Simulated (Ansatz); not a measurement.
**hcp against fcc along the 3d metals**

The calculation used DFT, LDA (PW92), plane waves (420 eV) with PAW, scalar-relativistic (Ansatz 0.2.0). The PAW files were generated under PBE, with cores re-solved for the functional.

Each structure is relaxed within its symmetry, in the lowest magnetic state of the tried starts. Differences under about 8 meV lie within the error of the k-point mesh.

| element | E(hcp) − E(fcc) (meV/atom) | V(hcp) (Å³/atom) | V(fcc) (Å³/atom) | state of hcp | state of fcc |
| --- | --- | --- | --- | --- | --- |
| Sc | -41 | 22.59 | 22.48 | spin not included | spin not included |
| Ti | -51 | 16.11 | 16.06 | non-magnetic | spin not included |
| V | -10 | 12.90 | 12.98 | spin not included | spin not included |
| Mn | -38 | 10.04 | 10.08 | non-magnetic | non-magnetic |
| Fe | -87 | 9.56 | 9.60 | spin not included | non-magnetic |
| Co | -25 | 10.01 | 10.07 | ferromagnetic | ferromagnetic |
| Cu | 8 | 10.90 | 10.88 | spin not included | spin not included |
| Zn | -29 | 13.56 | 13.56 | spin not included | spin not included |
